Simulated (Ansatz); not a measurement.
Data:

Li3N (Li3N type, space group P6/mmm)

```yaml
crystal:
  lattice:
    - [3.63435, 0.00000, 0.00000]
    - [-1.81718, 3.14744, 0.00000]
    - [0.00000, 0.00000, 3.86452]
  atoms:
    - { symbol: Li, position: [0.00000, 0.00000, 0.50000] }
    - { symbol: Li, position: [0.33333, 0.66667, 0.00000] }
    - { symbol: Li, position: [0.66667, 0.33333, 0.00000] }
    - { symbol: N, position: [0.00000, 0.00000, 0.00000] }
```

The atoms are displaced by Q × the pattern below (from a DFPT mode at Γ, largest move 1; Q in Å), at fixed cell.

| atom | x | y | z |
|---|---|---|---|
| Li1 | 0.000 | 0.000 | -1.000 |
| Li2 | 0.000 | 0.000 | 0.025 |
| Li3 | 0.000 | 0.000 | 0.025 |
| N4 | 0.000 | 0.000 | 0.471 |

Level of theory: PBE (plane waves to 420 eV, PAW, scalar-relativistic; Ansatz, a program for electronic structure). k mesh 10×10×9 (Γ-centred), Fermi-Dirac smearing 0.05 eV. E stands for the smeared free energy. Li3N was relaxed with its symmetry unable to fall. The zero of ΔE is the undisplaced structure.

The scan covers Q from -0.100 to 0.100 Å in 13 points.

### Question
Is this a single well or a double well?

### Answer
A single well with its minimum at or next to zero displacement.

### Question
Which space group does the distorted structure have?

### Answer
P6mm (No. 183), lowered from P6/mmm.

### Question
Is the energy the same for equal positive and negative displacements?

### Answer
Even: the same for both signs.

### Question
What is the energy change at Q = 0.100 Å?

### Answer
85.7 meV/cell.

### Question
What harmonic wavenumber does the curvature at Q = 0 give?

### Answer
667 cm⁻¹.

(For displaced atoms, the force is minus the slope of the energy, and its curvature is a force constant, which sets phonon frequencies.)
